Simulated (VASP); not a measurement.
## HfB: core levels with PBEsol

Crystal: HfB.

```xyz
2
Lattice="0.0000 2.3100 2.3100 2.3100 0.0000 2.3100 2.3100 2.3100 0.0000" Properties=species:S:1:pos:R:3 pbc="T T T"
Hf    2.3100    2.3100    2.3100
B     0.0000    0.0000    0.0000
```

- Program: VASP 6.6.1
- Task: core levels
- Functional: PBEsol
- Potentials or basis: VASP PAW PBE potentials, release 64 (Hf_pv, B)
- Cutoff: 520 eV
- k mesh: 10 × 10 × 10
- Occupations: gaussian, width 0.02 eV
- Spin: no spin polarisation
- Further INCAR settings: ALGO = Fast; EDIFF = 1e-06

```yaml
Pressure: 24.1 GPa
Band_gap_on_the_k_mesh: none (metal or under the smearing width)
```

Levels at points of the mesh, in eV from the Fermi level:
```csv
k point,band 5,band 6,band 7,band 8,band 9,band 10
"(0.00, 0.00, 0.00)",2.18,2.18,2.18,4.00,4.00,4.00
"(0.50, 0.00, 0.00)",-3.98,-1.36,-1.36,6.53,6.53,7.59
"(0.50, 0.50, 0.00)",-1.12,-0.88,2.41,2.41,6.26,7.91
```

Core levels (eV, on the scale of the bands):
```tsv
atom	levels
1 Hf	1s -65248.1, 2s -11146.8, 2p -9784.0, 3s -2530.1, 3p -2123.2, 3d -1642.3, 4s -499.7, 4p -366.3, 4d -194.0, 4f -4.3, 5s -54.6
2 B	1s -166.5
```

Run time: 5.4 s on 1 thread of AMD EPYC 9R45 96-Core Processor (Zen 5), on a shared host, peak memory 0.11 GiB.

Caveat: so large a pressure means that the cell lies far from this level's equilibrium, or that cutoff or potentials fall short; the potentials were made for another functional, which shifts forces and pressure. The run has no spin-orbit coupling, so splittings on Hf are missing.
